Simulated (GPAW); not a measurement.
Runs of GPAW 26.7.0 on PbSe (Clausthalite). It takes space group Fm-3m (No. 225, cubic). The conventional cell has a = 6.121 Å, b = 6.121 Å, c = 6.121 Å, α = 90.00°, β = 90.00°, γ = 90.00°. Pb (site symmetry m-3m) has 6 Se at 3.06 Å as nearest neighbours. Around Se (site symmetry m-3m) lie 6 Pb at 3.06 Å. 

| task | level | potentials or basis | spin | cell | k mesh | cutoff (eV) | maxiter | optimizer | fmax | max steps | convergence | mesh quality | gap on the mesh (eV) | pressure (GPa) | relaxed volume (Å³/atom) |
| --- | --- | --- | --- | --- | --- | --- | --- | --- | --- | --- | --- | --- | --- | --- | --- |
| relaxation of cell and atoms | PBEsol | PAW data sets generated in the run's folder for this functional, pw | off | relaxed | 8 × 8 × 8 | 600 | 150 | BFGS | 0.02 eV/Å | 60 | density=1e-05 forces=0.0001 | not flagged | (b) | 0.0 | (d) |
| band structure | RPBE | the program's PAW data sets (release 1.2.1) made for this functional, pw | off | as given | 8 × 8 × 8 | 600 | 150 | - | - | - | - | not flagged | 0.32 | 4.0 | - |
| relaxation of cell and atoms | RPBE | the program's PAW data sets (release 1.2.1) made for this functional, pw | off | relaxed to 2 GPa | 8 × 8 × 8 | 600 | 150 | BFGS | 0.05 eV/Å | 40 | density=1e-05 forces=0.0001 | not flagged | 0.44 | 2.1 | - |
| relaxation of cell and atoms | revPBE | the program's PAW data sets (release 1.2.1) made for this functional, pw | off | relaxed to -1 GPa | 8 × 8 × 8 | 600 | 150 | FIRE | 0.05 eV/Å | 40 | density=1e-05 forces=0.0001 | not flagged | 0.60 | -1.1 | - |
| band structure | revPBE | the program's PAW data sets (release 1.2.1) made for this functional, pw | off | as given | 8 × 8 × 8 | 600 | 150 | - | - | - | - | not flagged | 0.30 | 3.5 | - |
| band structure | WC | PAW data sets generated in the run's folder for this functional, pw | SOC, no magnetisation | as given | 6 × 6 × 6 | 600 | 150 | - | - | - | - | not flagged | 0.48 | -0.8 | - |
| relaxation of cell and atoms | revPBE+D4 | the program's PAW data sets (release 1.2.1) made for this functional, pw | off | relaxed | 8 × 8 × 8 | 600 | 150 | BFGS | 0.05 eV/Å | 100 | density=1e-05 forces=0.0001 | not flagged | 0.30 | 0.1 | - |
| relaxation of cell and atoms | RPBE+D4 | the program's PAW data sets (release 1.2.1) made for this functional, pw | off | relaxed | 8 × 8 × 8 | 600 | 150 | FIRE | 0.01 eV/Å | 100 | density=1e-05 forces=0.0001 | not flagged | 0.32 | 0.1 | - |
| relaxation of cell and atoms | RPBE+D3(BJ) | the program's PAW data sets (release 1.2.1) made for this functional, pw | off | relaxed | 8 × 8 × 8 | 600 | 150 | BFGS | 0.01 eV/Å | 100 | density=1e-05 forces=0.0001 | not flagged | (c) | 0.0 | 23.59 |
| relaxation of cell and atoms | LDA | the program's PAW data sets (release 1.2.1) made for this functional, pw | off | relaxed | 8 × 8 × 8 | 600 | 150 | BFGS | 0.02 eV/Å | 100 | density=1e-05 forces=0.0001 | not flagged | 0.02 | 0.1 | (a) |
| band structure | LDA | the program's PAW data sets (release 1.2.1) made for this functional, pw | off | as given | 8 × 8 × 8 | 600 | 150 | - | - | - | - | not flagged | 0.14 | -2.3 | - |

Alike in all rows: smearing fermi-dirac 0.05 eV.

Question: Fill in the values left out.

Answer: (a) 27.37; (b) 0.11; (c) 0.56; (d) 28.27.

Caveats: spin-orbit coupling is left out, which as a rule narrows the gap of such compounds by several tenths of an eV (some runs); later steps reuse the first step's grids (some runs); the relaxation stopped at its first step, so nothing moved (some runs); spin-orbit coupling was added after a scalar SCF, so levels and gaps hold it while energy, forces, pressure and moments don't (some runs); this program's spin-orbit splittings come out too wide for heavy elements (some runs); the volume moved by over 15 % at a fixed basis, so the end points are rough (some runs); the volume moved by -18 % from the deposited cell, more than functionals usually miss (some runs).

A k mesh can miss the band edges, and rows without SOC leave out spin-orbit coupling on Pb, Se.

Runs at the PBE level aren't shown here.
